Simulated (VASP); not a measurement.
In2Se3: work function with PBE0

The system is In2Se3, a sheet with vacuum.

```
Se In
1.0
     4.04557    0.00000    0.00000
    -2.02278    3.50357    0.00000
     0.00000    0.00000   22.75000
Se In
3 2
Direct
  0.33333 0.66667 0.34749
  0.66667 0.33333 0.51418
  0.33333 0.66667 0.64648
  0.66667 0.33333 0.40303
  0.00000 0.00000 0.58772
```

The cell was built by a generator and needn't be a form met in nature.

```
Program                            : VASP 6.6.1
Task                               : work function
Functional                         : PBE0
Potentials or basis                : VASP PAW PBE potentials, release 64 (Se, In_d)
Cutoff                             : 520 eV
k mesh                             : 6 × 6 × 1
Occupations                        : gaussian, width 0.03 eV
Spin                               : no spin polarisation
Grid for exact exchange (PRECFOCK) : Fast
Exchange at q = 0                  : default
Dipole correction                  : yes
Further INCAR settings             : ALGO = Normal; EDIFF = 1e-07
```

```yaml
Largest_force: 0.340 eV/Å
Band_gap_on_the_k_mesh: 2.16 eV, indirect (least direct gap 2.20 eV)
Ionisation_potential_of_the_upper_face: 7.33 eV
```

Forces in eV/Å, atoms in the order of the input:
```
Se   0.000  0.000  0.269
Se   0.000  0.000 -0.195
Se   0.000  0.000 -0.340
In   0.000  0.000 -0.054
In   0.000  0.000  0.320
```

Levels at points of the mesh, in eV from the valence-band top:
| k point | band 19 | band 20 | band 21 | band 22 | band 23 | band 24 | band 25 | band 26 |
| --- | --- | --- | --- | --- | --- | --- | --- | --- |
| (0.00, 0.00, 0.00) | -0.50 | -0.50 | -0.04 | -0.04 | 2.16 | 3.56 | 5.12 | 5.86 |
| (0.50, 0.00, 0.00) | -2.22 | -1.92 | -0.79 | -0.22 | 2.93 | 3.38 | 4.27 | 6.22 |

It took 24 min on 4 MPI ranks on Intel(R) Xeon(R) Platinum 8559C (Emerald Rapids), with other jobs on the host, peak memory 0.48 GiB a rank.

Caveat: the PAW data sets were made with another functional, which shifts forces and pressure a little; spin-orbit coupling is left out, which moves the levels of the heavy elements.
